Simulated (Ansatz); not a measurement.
# BN: experiment and calculation

**Experimental background.**

From “Cubic boron nitride: an experimental and theoretical ELNES study”, 2001, arxiv:cond-mat/0101290, for a powder of BN: lattice constant a 3.616 ± 0.002 Å.

A printed reference work, monograph reports, for a bulk crystal of BN at 300 K: band gap 6.4 eV (indirect).

From “Effect of nanostructuration on compressibility of cubic BN”, 2012, arxiv:1208.3664, for a bulk crystal of BN at 300 K: bulk modulus 395 ± 2 GPa.

How close the calculation comes is told below.

The calculation used DFT PBE, scalar-relativistic, plane waves, PAW (Ansatz 0.2.0).

Plane waves to 420 eV, a k mesh through Γ of 12×12×12 on the computed 2-atom cell and Gaussian smearing (0.02 eV); no spin polarisation.

Relaxed structure, symmetry kept:

```cif
data_structure
_symmetry_space_group_name_H-M 'F-43m'
_symmetry_Int_Tables_number 216
_cell_length_a 3.6247
_cell_length_b 3.6247
_cell_length_c 3.6247
_cell_angle_alpha 90.000
_cell_angle_beta 90.000
_cell_angle_gamma 90.000
_cell_volume 47.62
loop_
_atom_site_label
_atom_site_type_symbol
_atom_site_symmetry_multiplicity
_atom_site_Wyckoff_symbol
_atom_site_fract_x
_atom_site_fract_y
_atom_site_fract_z
_atom_site_occupancy
B1 B 4 a 0.00000 0.00000 0.00000 1
N1 N 4 c 0.25000 0.25000 0.25000 1
```

```
Space group                                                                                                                                 : F-43m (No. 216)
Volume per atom                                                                                                                             : 40.2 bohr³
Formation energy from the elements' standard states (uncorrected)                                                                           : -1.174 eV/atom
Kohn–Sham band gap                                                                                                                          : 4.46 eV, indirect from Γ to X
Löwdin character of the top 1 eV of the valence band                                                                                        : N 2p 84 %, B 2p 15 %
Löwdin character of the lowest 1 eV of the conduction band                                                                                  : B 2p 56 %, N 2s 31 %, unprojected 10 %
Electron masses at the edge by Cartesian direction of the standard setting (m_e; degenerate bands sorted by energy; no spin-orbit coupling) : x: 0.91; y: 0.30; z: 0.30
Hole masses at the edge by Cartesian direction of the standard setting (m_e; degenerate bands sorted by energy; no spin-orbit coupling)     : x: 0.53, 0.53, 0.50; y: 0.53, 0.53, 0.50; z: 0.53, 0.53, 0.50
Bulk modulus                                                                                                                                : 371 GPa
Its pressure derivative                                                                                                                     : 3.7
Electronic dielectric constant xx, yy, zz of the standard setting (independent particles)                                                   : 4.7, 4.7, 4.7
Bader charges (e)                                                                                                                           : B (1 in the cell) 2.16, N (1 in the cell) -2.16
```

A measured lattice constant a of BN is 3.616 Å (powder; the paper above); the calculated 3.625 Å misses it by +0.2 %. 2 values of this kind are on record in papers (3.6152 to 3.616 Å); this one was drawn at random among those near their median, those with a stated uncertainty first. The calculation is for 0 K without zero-point motion. A measured band gap of BN is 6.4 eV (indirect; 300 K; a printed reference work, monograph); the calculated 4.46 eV misses it by -1.94 eV. Kohn–Sham gaps of semilocal functionals fall short of measured ones as a rule. Against the measured bulk modulus of BN, 395 GPa (300 K; quoted in the paper above), the calculated 371 GPa is off by -6.1 %.